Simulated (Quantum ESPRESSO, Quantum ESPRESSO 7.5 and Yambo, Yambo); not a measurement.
**Quasiparticle gap of CdTe (F-43m) in Yambo**

Aim: the G0W0 gap of CdTe (F-43m) on PBE, step by step.

Calculated with Quantum ESPRESSO 7.5 and Yambo 5.3.0; PBE and many-body steps on it, plane waves.

The database entry behind the starting cell differs from later determinations by our own check (an axis about 1.1 % short against later determinations), so it need not match the best structure at ambient conditions.

### Step 1. Set-up

The structure is cubic, space group F-43m (No. 216). The conventional cell has a = 6.410 Å, b = 6.410 Å, c = 6.410 Å, α = 90.00°, β = 90.00°, γ = 90.00°. Cd has 4 Te at 2.78 Å nearest. Te has 4 Cd at 2.78 Å nearest. Farther neighbours and most contacts between anions are not listed.

The cell and positions come from the Crystallography Open Database and are kept as given unless a step says otherwise. Spin-orbit coupling is left out unless a step names it.

### Step 2. Ground state

This step: Quantum ESPRESSO 7.5; DFT, PBE, plane waves, norm-conserving pseudopotentials.

The ground-state density comes first.

Contents of pw.in:

```
&control
  calculation = 'scf'
  prefix = 'x'
  outdir = 'o'
  pseudo_dir = 'pseudo'
/
&system
  ibrav = 0
  nat = 2
  ntyp = 2
  ecutwfc = 94.0
  nbnd = 27
  force_symmorphic = .true.
/
&electrons
  conv_thr = 1e-10
  electron_maxstep = 80
  mixing_beta = 0.5
/
ATOMIC_SPECIES
  Cd 112.41 Cd.upf
  Te 127.6 Te.upf
CELL_PARAMETERS angstrom
  -0.0000000000 3.2050000000 3.2050000000
  3.2050000000 -0.0000000000 3.2050000000
  3.2050000000 3.2050000000 -0.0000000000
ATOMIC_POSITIONS crystal
  Cd 0.0000000000 0.0000000000 0.0000000000
  Te 0.2500000000 0.2500000000 0.2500000000
K_POINTS automatic
  6 6 6 0 0 0
```

On the command line:

```sh
> OMP_NUM_THREADS=1 mpirun -n 8 pw.x -nk 8 -in pw.in > pw.out
```

The log of the run:

```text
Program PWSCF v.7.5 starts

     This program is part of the open-source Quantum ESPRESSO suite
     for quantum simulation of materials; please cite
         "P. Giannozzi et al., J. Phys.:Condens. Matter 21 395502 (2009);
         "P. Giannozzi et al., J. Phys.:Condens. Matter 29 465901 (2017);
         "P. Giannozzi et al., J. Chem. Phys. 152 154105 (2020);
     in publications or presentations arising from this work. More details at
     Message from routine setup:
     using ibrav=0 with symmetry is DISCOURAGED, use correct ibrav instead

     G-vector sticks info

     bravais-lattice index     =            0
     lattice parameter (alat)  =       8.5653  a.u.
     unit-cell volume          =     444.3352 (a.u.)^3
     number of atoms/cell      =            2
     number of atomic types    =            2
     number of electrons       =        44.00
     number of Kohn-Sham states=           27
     kinetic-energy cutoff     =      94.0000  Ry
     charge density cutoff     =     376.0000  Ry
     scf convergence threshold =      1.0E-10
     mixing beta               =       0.5000
     number of iterations used =            8  plain     mixing
     Exchange-correlation= PBE
                           (   1   4   3   4   0   0   0)

     celldm(1)=   8.565287  celldm(2)=   0.000000  celldm(3)=   0.000000
     celldm(4)=   0.000000  celldm(5)=   0.000000  celldm(6)=   0.000000

     crystal axes: (cart. coord. in units of alat)
               a(1) = (  -0.000000   0.707107   0.707107 )
               a(2) = (   0.707107  -0.000000   0.707107 )
               a(3) = (   0.707107   0.707107  -0.000000 )

     reciprocal axes: (cart. coord. in units 2 pi/alat)
               b(1) = ( -0.707107  0.707107  0.707107 )
               b(2) = (  0.707107 -0.707107  0.707107 )
               b(3) = (  0.707107  0.707107 -0.707107 )
     Pseudo is Norm-conserving + core correction, Zval = 20.0
     Generated using ONCVPSP code by D. R. Hamann
     Using radial grid of 1368 points,  6 beta functions with:
     Pseudo is Norm-conserving + core correction, Zval = 24.0
     Generated using ONCVPSP code by D. R. Hamann
     Using radial grid of 1294 points,  8 beta functions with:
     Cd               20.00   112.41000     Cd( 1.00)
     Te               24.00   127.60000     Te( 1.00)

     24 Sym. Ops. (no inversion) found

   Cartesian axes

     site n.     atom                  positions (alat units)
         1        Cd     tau(   1) = (   0.0000000   0.0000000   0.0000000  )
         2        Te     tau(   2) = (   0.3535534   0.3535534   0.3535534  )

     number of k points=    16
                       cart. coord. in units 2pi/alat
        k(    1) = (   0.0000000   0.0000000   0.0000000), wk =   0.0092593
        k(    2) = (   0.1178511   0.1178511  -0.1178511), wk =   0.0740741
        k(    3) = (   0.2357023   0.2357023  -0.2357023), wk =   0.0740741
        k(    4) = (  -0.3535534  -0.3535534   0.3535534), wk =   0.0370370
        k(    5) = (   0.2357023   0.0000000  -0.0000000), wk =   0.0555556
        k(    6) = (   0.3535534   0.1178511  -0.1178511), wk =   0.2222222
        k(    7) = (  -0.2357023  -0.4714045   0.4714045), wk =   0.2222222
        k(    8) = (  -0.1178511  -0.3535534   0.3535534), wk =   0.2222222
        k(    9) = (   0.0000000  -0.2357023   0.2357023), wk =   0.1111111
        k(   10) = (   0.4714045   0.0000000  -0.0000000), wk =   0.0555556
     [... 4 further rows ...]
        k(   15) = (  -0.1178511  -0.3535534   0.5892557), wk =   0.2222222
        k(   16) = (  -0.7071068   0.2357023   0.0000000), wk =   0.1111111

     Dense  grid:    54769 G-vectors     FFT dimensions: (  54,  54,  54)

     Initial potential from superposition of free atoms

     starting charge      43.9996, renormalised to      44.0000
     Starting wfcs are   23 randomized atomic wfcs +    4 random wfcs

     per-process dynamical memory:    41.1 Mb

     Self-consistent Calculation

     iteration #  1     ecut=    94.00 Ry     beta= 0.50

     Threshold (ethr) on eigenvalues was too large:
     Diagonalizing with lowered threshold

     total energy              =    -911.70973698 Ry
     estimated scf accuracy    <       0.05367717 Ry

     iteration #  2     ecut=    94.00 Ry     beta= 0.50

     total energy              =    -911.72225938 Ry
     estimated scf accuracy    <       0.00635571 Ry

     iteration #  3     ecut=    94.00 Ry     beta= 0.50

     total energy              =    -911.72317731 Ry
     estimated scf accuracy    <       0.00077292 Ry

     iteration #  4     ecut=    94.00 Ry     beta= 0.50

     total energy              =    -911.72324081 Ry
     estimated scf accuracy    <       0.00003859 Ry

     iteration #  5     ecut=    94.00 Ry     beta= 0.50

     total energy              =    -911.72324693 Ry
     estimated scf accuracy    <       0.00000214 Ry

     iteration #  6     ecut=    94.00 Ry     beta= 0.50

     total energy              =    -911.72324753 Ry
     estimated scf accuracy    <       0.00000020 Ry

     iteration #  7     ecut=    94.00 Ry     beta= 0.50

     total energy              =    -911.72324758 Ry
     estimated scf accuracy    <       0.00000004 Ry

     iteration #  8     ecut=    94.00 Ry     beta= 0.50

     total energy              =    -911.72324759 Ry
     estimated scf accuracy    <          1.3E-09 Ry

     iteration #  9     ecut=    94.00 Ry     beta= 0.50

     End of self-consistent calculation

          k = 0.0000 0.0000 0.0000 (  6855 PWs)   bands (ev):

  -150.0291-100.0567-100.0567-100.0567 -93.4912 -54.5465 -54.5465 -54.5465
   -27.3358 -27.3358 -27.3358 -27.3269 -27.3269  -2.6007   0.3688   0.3688
     0.3688   0.6540   0.6540   8.7674   8.7674   8.7674   9.6374  13.3640
    13.3640  13.3640  16.2716

          k = 0.1179 0.1179-0.1179 (  6825 PWs)   bands (ev):

  -150.0291-100.0567-100.0567-100.0567 -93.4912 -54.5465 -54.5464 -54.5464
   -27.3358 -27.3357 -27.3357 -27.3267 -27.3267  -2.4931   0.3894   0.3894
     0.4553   0.6527   0.6527   6.9900   8.5239   8.5239  10.7061  13.5184
    13.7176  13.7176  17.3177

          k = 0.2357 0.2357-0.2357 (  6814 PWs)   bands (ev):

  -150.0291-100.0567-100.0567-100.0567 -93.4912 -54.5465 -54.5464 -54.5464
   -27.3359 -27.3356 -27.3356 -27.3266 -27.3266  -2.2777   0.4247   0.4247
     0.6571   0.6571   0.7547   5.0584   8.1193   8.1193  10.7398  14.0060
    14.0060  15.1200  16.8426

          k =-0.3536-0.3536 0.3536 (  6850 PWs)   bands (ev):

     [... further k-points ...]

     highest occupied, lowest unoccupied level (ev):     8.7674    9.6374

!    total energy              =    -911.72324759 Ry
     estimated scf accuracy    <          4.5E-11 Ry

     The total energy is the sum of the following terms:
     one-electron contribution =    -695.46529607 Ry
     hartree contribution      =     337.55205334 Ry
     xc contribution           =    -120.83540167 Ry
     ewald contribution        =    -432.97460320 Ry

     convergence has been achieved in   9 iterations

     XML data file, charge density, pseudopotentials, collected wavefunctions

=------------------------------------------------------------------------------=
   JOB DONE.
=------------------------------------------------------------------------------=
```

It took 10 s on 8 MPI ranks of Arm Neoverse V1, shared host; peak memory 0.66 GiB.

Numbers from this step:

| Quantity | Value |
| --- | --- |
| total energy | -12404.6267 eV |
| gap | 0.8701 eV |
| k of the valence top | 0, 0, 0 |
| k of the conduction bottom | 0, 0, 0 |
| least direct gap | 0.8701 eV |

The gap is direct, at Γ.

### Step 3. Bands along the symmetry lines

The cheap functional maps the bands first; the places of the edges decide which points the dearer methods must see.

Contents of pw.in:

```
&control
  calculation = 'bands'
  prefix = 'x'
  outdir = 'o'
  pseudo_dir = 'pseudo'
/
&system
  ibrav = 0
  nat = 2
  ntyp = 2
  ecutwfc = 94.0
  nbnd = 28
  force_symmorphic = .true.
/
&electrons
  conv_thr = 1e-9
  electron_maxstep = 80
  diago_full_acc = .true.
  diago_thr_init = 5e-6
/
ATOMIC_SPECIES
  Cd 112.41 Cd.upf
  Te 127.6 Te.upf
CELL_PARAMETERS angstrom
  -0.0000000000 3.2050000000 3.2050000000
  3.2050000000 -0.0000000000 3.2050000000
  3.2050000000 3.2050000000 -0.0000000000
ATOMIC_POSITIONS crystal
  Cd 0.0000000000 0.0000000000 0.0000000000
  Te 0.2500000000 0.2500000000 0.2500000000
K_POINTS crystal
  50
  0.00000000 0.00000000 0.00000000 1
  -0.06250000 -0.06250000 0.00000000 1
  -0.12500000 -0.12500000 0.00000000 1
  -0.18750000 -0.18750000 0.00000000 1
  -0.25000000 -0.25000000 0.00000000 1
  -0.31250000 -0.31250000 0.00000000 1
  -0.37500000 -0.37500000 0.00000000 1
  -0.43750000 -0.43750000 0.00000000 1
  -0.50000000 -0.50000000 0.00000000 1
  -0.48437500 -0.48437500 0.03125000 1
  -0.46875000 -0.46875000 0.06250000 1
  -0.45312500 -0.45312500 0.09375000 1
  -0.43750000 -0.43750000 0.12500000 1
  -0.42187500 -0.42187500 0.15625000 1
  -0.40625000 -0.40625000 0.18750000 1
  -0.39062500 -0.39062500 0.21875000 1
  -0.37500000 -0.37500000 0.25000000 1
  -0.37500000 0.00000000 0.37500000 1
  -0.32812500 0.00000000 0.32812500 1
  -0.28125000 0.00000000 0.28125000 1
  -0.23437500 0.00000000 0.23437500 1
  -0.18750000 0.00000000 0.18750000 1
  -0.14062500 0.00000000 0.14062500 1
  -0.09375000 0.00000000 0.09375000 1
  -0.04687500 0.00000000 0.04687500 1
  0.00000000 0.00000000 0.00000000 1
  0.00000000 0.00000000 0.06250000 1
  0.00000000 0.00000000 0.12500000 1
  0.00000000 0.00000000 0.18750000 1
  0.00000000 0.00000000 0.25000000 1
  0.00000000 0.00000000 0.31250000 1
  0.00000000 0.00000000 0.37500000 1
  0.00000000 0.00000000 0.43750000 1
  0.00000000 0.00000000 0.50000000 1
  -0.06250000 -0.03125000 0.46875000 1
  -0.12500000 -0.06250000 0.43750000 1
  -0.18750000 -0.09375000 0.40625000 1
  -0.25000000 -0.12500000 0.37500000 1
  -0.31250000 -0.15625000 0.34375000 1
  -0.37500000 -0.18750000 0.31250000 1
  -0.43750000 -0.21875000 0.28125000 1
  -0.50000000 -0.25000000 0.25000000 1
  -0.50000000 -0.28125000 0.21875000 1
  -0.50000000 -0.31250000 0.18750000 1
  -0.50000000 -0.34375000 0.15625000 1
  -0.50000000 -0.37500000 0.12500000 1
  -0.50000000 -0.40625000 0.09375000 1
  -0.50000000 -0.43750000 0.06250000 1
  -0.50000000 -0.46875000 0.03125000 1
  -0.50000000 -0.50000000 0.00000000 1
```

The log of the run:

```text
[banner, memory and clock lines left out]
Program PWSCF v.7.5 starts

     Atomic positions and unit cell read from directory:
     o/x.save/

     Message from routine setup:
     using ibrav=0 with symmetry is DISCOURAGED, use correct ibrav instead

     G-vector sticks info

     bravais-lattice index     =            0
     lattice parameter (alat)  =       8.5653  a.u.
     unit-cell volume          =     444.3352 (a.u.)^3
     number of atoms/cell      =            2
     number of atomic types    =            2
     number of electrons       =        44.00
     number of Kohn-Sham states=           28
     kinetic-energy cutoff     =      94.0000  Ry
     charge density cutoff     =     376.0000  Ry
     Exchange-correlation= PBE
                           (   1   4   3   4   0   0   0)

     celldm(1)=   8.565287  celldm(2)=   0.000000  celldm(3)=   0.000000
     celldm(4)=   0.000000  celldm(5)=   0.000000  celldm(6)=   0.000000

     crystal axes: (cart. coord. in units of alat)
               a(1) = (  -0.000000   0.707107   0.707107 )
               a(2) = (   0.707107  -0.000000   0.707107 )
               a(3) = (   0.707107   0.707107  -0.000000 )

     reciprocal axes: (cart. coord. in units 2 pi/alat)
               b(1) = ( -0.707107  0.707107  0.707107 )
               b(2) = (  0.707107 -0.707107  0.707107 )
               b(3) = (  0.707107  0.707107 -0.707107 )
     Pseudo is Norm-conserving + core correction, Zval = 20.0
     Generated using ONCVPSP code by D. R. Hamann
     Using radial grid of 1368 points,  6 beta functions with:
     Pseudo is Norm-conserving + core correction, Zval = 24.0
     Generated using ONCVPSP code by D. R. Hamann
     Using radial grid of 1294 points,  8 beta functions with:
     Cd               20.00   112.41000     Cd( 1.00)
     Te               24.00   127.60000     Te( 1.00)

     24 Sym. Ops. (no inversion) found

   Cartesian axes

     site n.     atom                  positions (alat units)
         1        Cd     tau(   1) = (   0.0000000   0.0000000   0.0000000  )
         2        Te     tau(   2) = (   0.3535534   0.3535534   0.3535534  )

     number of k points=    50
                       cart. coord. in units 2pi/alat
        k(    1) = (   0.0000000   0.0000000   0.0000000), wk =   0.0400000
        k(    2) = (   0.0000000   0.0000000  -0.0883883), wk =   0.0400000
        k(    3) = (   0.0000000   0.0000000  -0.1767767), wk =   0.0400000
[...]
[... 38 further rows ...]
        k(   49) = (   0.0441942  -0.0000000  -0.7071068), wk =   0.0400000
        k(   50) = (   0.0000000   0.0000000  -0.7071068), wk =   0.0400000

     Dense  grid:    54769 G-vectors     FFT dimensions: (  54,  54,  54)

     The potential is recalculated from file :
     o/x.save/charge-density

     Starting wfcs are   23 randomized atomic wfcs +    5 random wfcs

     Band Structure Calculation

     End of band structure calculation

          k = 0.0000 0.0000 0.0000 (  6855 PWs)   bands (ev):

  -150.0291-100.0567-100.0567-100.0567 -93.4913 -54.5465 -54.5465 -54.5465
   -27.3358 -27.3358 -27.3358 -27.3268 -27.3268  -2.6007   0.3688   0.3688
     0.3688   0.6540   0.6540   8.7674   8.7674   8.7674   9.6374  13.3640
    13.3640  13.3640  16.2717  18.3045

          k = 0.0000 0.0000-0.0884 (  6831 PWs)   bands (ev):

  -150.0291-100.0567-100.0567-100.0567 -93.4913 -54.5465 -54.5465 -54.5465
   -27.3358 -27.3357 -27.3357 -27.3268 -27.3268  -2.5790   0.3750   0.3750
[...]
13.5251  13.5251  16.5742  17.4804

          k = 0.0000 0.0000-0.1768 (  6839 PWs)   bands (ev):

  -150.0291-100.0567-100.0567-100.0567 -93.4913 -54.5465 -54.5465 -54.5465
[...]
13.9615  13.9616  16.4498  17.4212

          k =-0.0000 0.0000-0.2652 (  6843 PWs)   bands (ev):

[...]
k = 0.0000 0.0000-0.3536 (  6843 PWs)   bands (ev):

[...]
k = 0.0000-0.0000-0.4419 (  6855 PWs)   bands (ev):

[...]
k =-0.0000 0.0000-0.5303 (  6866 PWs)   bands (ev):

[...]
k = 0.0000-0.0000-0.6187 (  6842 PWs)   bands (ev):

[...]
k = 0.5303-0.0000-0.5303 (  6861 PWs)   bands (ev):

[...]
k = 0.0000 0.0000 0.0000 (  6855 PWs)   bands (ev):

[...]
k = 0.1326 0.0000-0.7071 (  6852 PWs)   bands (ev):

[...]
k = 0.0884-0.0000-0.7071 (  6854 PWs)   bands (ev):

[...]
k = 0.0442-0.0000-0.7071 (  6836 PWs)   bands (ev):

  -150.0291-100.0567-100.0567-100.0567 -93.4913 -54.5466 -54.5466 -54.5466
[...]
17.6036  17.9036  18.1774  19.8078

          k = 0.0000 0.0000-0.7071 (  6838 PWs)   bands (ev):

  -150.0291-100.0567-100.0567-100.0567 -93.4913 -54.5466 -54.5466 -54.5466
   -27.3365 -27.3352 -27.3352 -27.3269 -27.3262  -2.0420   0.5337   0.5502
     0.5502   0.6871   1.1836   4.3052   6.7924   6.7924  11.3093  11.4393
    17.7737  18.0815  18.0815  19.7585

     XML data file, pseudopotentials, collected wavefunctions
```

Run time: 8.4 s. Hardware: 8 MPI ranks; peak memory 0.61 GiB.

This step gave:

```yaml
gap: 0.8701 eV
k_of_the_valence_top: 0, 0, 0
k_of_the_conduction_bottom: 0, 0, 0
least_direct_gap: 0.8701 eV
```

The gap is 0.870 eV, as in the run before at this level.

Electronic bands along the path, in eV, zero at the top of the highest filled band:

```csv
point,band 19,band 20,band 21,band 22,band 23,band 24,band 25,band 26
Γ,-8.11,0.00,0.00,0.00,0.87,4.60,4.60,4.60
halfway,-8.09,-2.72,-1.15,-1.15,2.98,3.34,6.55,6.55
X,-7.58,-4.46,-1.98,-1.98,2.54,2.67,9.01,9.31
halfway,-7.56,-4.43,-2.28,-1.89,2.67,3.24,8.22,8.61
U,-7.53,-4.36,-2.70,-1.64,2.88,4.57,7.42,7.55
jump to K,-7.53,-4.36,-2.70,-1.64,2.88,4.57,7.42,7.55
halfway,-8.05,-3.10,-1.58,-0.48,2.92,4.92,5.33,5.45
Γ,-8.11,0.00,0.00,0.00,0.87,4.60,4.60,4.60
halfway,-8.11,-2.81,-0.46,-0.46,2.05,5.17,5.17,5.43
L,-7.73,-4.61,-0.82,-0.82,1.86,5.20,5.20,7.09
halfway,-7.63,-4.40,-2.17,-1.34,3.31,4.57,6.04,7.29
W,-7.49,-4.34,-2.45,-2.33,4.37,4.68,5.61,6.30
halfway,-7.54,-4.40,-2.22,-2.16,3.27,3.35,7.56,7.65
X,-7.58,-4.46,-1.98,-1.98,2.54,2.67,9.01,9.31
```

The electronic bands as a text plot (rows in eV, shown from -8.0 to 6.9 only):

```
    6.5 |     ++           +                   +         ++++
    5.9 |    +              ++++             ++      ++++  +
    5.3 |  ++              ++++++++++      ++++++++++    ++
    4.7 |++               +     ++++++++++++        ++++++++
    4.1 |  ++            +                              +++++
    3.4 |    +++++     ++   ++++                      ++     +
    2.8 |    +++++++++++++++    +++                  +        +++
    2.2 |  ++                      ++      +++++  +++
    1.6 | +                          +   ++     ++
    1.0 |+                            +++
    0.4 |
   -0.3 |****                   *************
   -0.9 |    ***            **** **  *       *********
   -1.5 |  **   ***      ***    *  **    **         ****
   -2.1 |    *     ******     ** **        *          * *********
   -2.7 |     **         *****              *          *****
   -3.4 |       **              *            **
   -4.0 |         *        *****               *
   -4.6 |          ********                     *****************
   -5.2 |
   -5.8 |
   -6.5 |
   -7.1 |
   -7.7 |       ****************               ******************
         Γ           X  U|K            Γ         L        W     X
```

[end of part 1 of 2]

[Paths, hosts, dates, memory and timing lines, banners, echoed tables and standing remarks are left out of the program output.]

[Logs are printed without paths, hosts, clocks, repeated set-up lines and the standing remarks that a program may print on its own settings, such as how far it seeks lower states.]

[Runs of the session that timed out or met a known fault of the program may be left out.]

[Hosts, paths, dates, database ids (printed as entryN), source tags and the programs' standing remarks are cut or masked in the printed files.]
